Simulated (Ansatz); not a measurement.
# How the vibrations of ZrS2 change with volume

The calculation used Ansatz 0.2.0, DFT PBE+D3(BJ), scalar-relativistic, plane waves, PAW. Settings: 420 eV plane-wave cutoff, Γ-centred 12×12×6 mesh, fixed occupations. No spin polarisation. Phonons by linear response, acoustic sum rule imposed.

Relaxed structure:
```yaml
crystal:
  lattice:
    - [3.63461, 0.00000, 0.00000]
    - [-1.81730, 3.14766, 0.00000]
    - [0.00000, 0.00000, 5.72021]
  atoms:
    - { symbol: Zr, position: [0.00000, 0.00000, 0.00000] }
    - { symbol: S, position: [0.33333, 0.66667, 0.25533] }
    - { symbol: S, position: [0.66667, 0.33333, 0.74467] }
```

Cells at 0.98 and 1.02 times the equilibrium volume were relaxed in shape and atoms; γ = −d ln ν / d ln V, modes matched by rank.

Question: Give the optical frequencies at Γ without the LO field (cm⁻¹) at the three volumes and the mode Grüneisen parameters.

Answer:
| 0.98 V | V | 1.02 V | γ | degeneracy |
| --- | --- | --- | --- | --- |
| 161 | 158 | 155 | 0.96 | 2 |
| 252 | 250 | 248 | 0.36 | 2 |
| 326 | 321 | 317 | 0.66 | 1 |
| 326 | 323 | 321 | 0.37 | 1 |

Question: What pressures hold the two strained cells, and what bulk modulus follows?

Answer: 0.74 GPa at 0.98 V and -0.59 GPa at 1.02 V, so B = −dP/d ln V ≈ 33 GPa.

Question: How does the gap respond?

Answer: It is 0.55, 0.66 and 0.76 eV at 0.98, 1 and 1.02 V: dE_g/d ln V = 5.1 eV.

Question: And the dielectric constants (a third of the trace)?

Answer: ε∞: 10.47, 10.09, 9.75; ε0: 36.0, 36.2, 36.3, in order of rising volume.